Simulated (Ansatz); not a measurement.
# CdS (F-43m), two-dimensional strain map

All numbers below come from Ansatz, DFT PBE, scalar-relativistic, plane waves, PAW. Cutoff 420 eV, Γ-centred 8×8×8 k-points, Gaussian smearing of 0.05 eV. No spin polarisation. Energies are free energies at this smearing, counted from the undisturbed cell; pressure is positive in compression.

Reference structure (as given, not relaxed at this level; it stands at 3.3 GPa; this zinc-blende form isn't the usual structure):

```
Cd S
1.0
     0.00000    2.91000    2.91000
     2.91000    0.00000    2.91000
     2.91000    2.91000    0.00000
Cd S
1 1
Cartesian
  0.0000 0.0000 0.0000
  4.3650 4.3650 4.3650
```

The cell is strained by p along both x and y and by q along z, fractional coordinates fixed. Points are written (p, q).

p was sampled at -0.080, -0.040, 0.000, 0.040, 0.080 and q at -0.080, -0.040, 0.000, 0.040, 0.080.

Task: Where on the computed points is the energy highest, and how high?

Result: At (-0.080, -0.080): 511.4 meV/atom.

Task: Away from (0, 0), which computed point is lowest?

Result: (0.000, 0.040): -10.8 meV/atom.

The map, in meV/atom:

| p \ q | -0.080 | -0.040 | 0.000 | 0.040 | 0.080 |
| --- | --- | --- | --- | --- | --- |
| -0.080 | 511.4 | 360.0 | 243.8 | 160.0 | 105.8 |
| -0.040 | 239.1 | 144.9 | 77.7 | 35.6 | 16.5 |
| 0.000 | 81.3 | 30.2 | 0.0 | -10.8 | -3.8 |
| 0.040 | 12.4 | -6.6 | -9.4 | 2.9 | 29.1 |
| 0.080 | 11.7 | 16.4 | 33.7 | 62.6 | 102.5 |